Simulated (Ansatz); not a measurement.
BaS:

```
Ba S
1.0
     0.00000    3.19375    3.19375
     3.19375    0.00000    3.19375
     3.19375    3.19375    0.00000
Ba S
1 1
Direct
  0.00000 0.00000 0.00000
  0.50000 0.50000 0.50000
```

| Item | Value |
| --- | --- |
| Program | Ansatz 0.2.0 |
| Task | relaxation of cell and atoms |
| Functional | PBEsol |
| Dispersion | D4 |
| Potentials or basis | all-electron LAPW, scalar-relativistic |
| Basis error allowed | 0.001 eV/atom |
| k mesh | 7 × 7 × 7 |
| Occupations | fermi-dirac, width 0.05 eV |
| Spin | no spin polarisation |

At the start: volume 32.58 Å³/atom.

Where does the relaxation end?

Over 5 steps the energy falls by 8.4 meV/atom and the volume is 31.21 Å³/atom (-4.2 %); space group Fm-3m (No. 225, to 0.05 Å).

Step by step:
| step | energy change (eV) | largest force (eV/Å) | volume (Å³) |
| --- | --- | --- | --- |
| 1 | 0.0000 | 0.0000 | 65.15 |
| 2 | -0.0151 | 0.0000 | 61.58 |
| 3 | -0.0168 | 0.0000 | 62.48 |
| 4 | -0.0168 | 0.0000 | 62.41 |
| 5 | -0.0168 | 0.0000 | 62.41 |

Final structure:
```xyz
2
Lattice="0.0000 3.1484 3.1484 3.1484 0.0000 3.1484 3.1484 3.1484 0.0000" Properties=species:S:1:pos:R:3 pbc="T T T"
Ba    0.0000    0.0000    0.0000
S     3.1484    3.1484    3.1484
```
